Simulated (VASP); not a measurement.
The system is Zn.

```
Zn
1.0
     0.00000    1.96478    1.96478
     1.96478    0.00000    1.96478
     1.96478    1.96478    0.00000
Zn
1
Direct
  0.00000 0.00000 0.00000
```

This isn't the form of Zn at room conditions, which is hcp.

| Item | Value |
| --- | --- |
| Program | VASP 6.6.1 |
| Task | relaxation of cell and atoms |
| Functional | SCAN |
| Dispersion | D3 |
| Potentials or basis | VASP PAW PBE potentials, release 64 (Zn) |
| Cutoff | 600 eV |
| k mesh | 12 × 12 × 12 |
| Occupations | fermi-dirac, width 0.05 eV |
| Spin | no spin polarisation |

At the start: pressure -7.9 GPa; volume 15.17 Å³/atom.

Q: How do energy, volume and symmetry change on relaxing?

A: Over 8 steps the energy falls by 43.3 meV/atom and the volume is 13.84 Å³/atom (-8.8 %); space group Fm-3m (No. 225, to 0.05 Å).

Step by step:
```csv
step,energy change (eV),largest force (eV/Å),pressure (GPa),volume (Å³)
1,0.0000,0.0000,-7.92,15.17
2,-0.0423,0.0000,1.55,13.58
3,-0.0432,0.0000,0.85,13.73
4,-0.0432,0.0000,-0.18,13.86
5,-0.0433,0.0000,0.12,13.83
6,-0.0432,0.0000,-0.08,13.85
7,-0.0433,0.0000,-0.07,13.84
8,-0.0433,0.0000,-0.03,13.84
```

Final structure:
```yaml
crystal:
  lattice:
    - [0.00000, 1.90560, 1.90560]
    - [1.90560, 0.00000, 1.90560]
    - [1.90560, 1.90560, 0.00000]
  atoms:
    - { symbol: Zn, position: [0.00000, 0.00000, 0.00000] }
```

Caveat: the PAW data sets were made with another functional, which shifts forces and pressure a little; pairwise dispersion overbinds metals, which lowers pressure and volume.
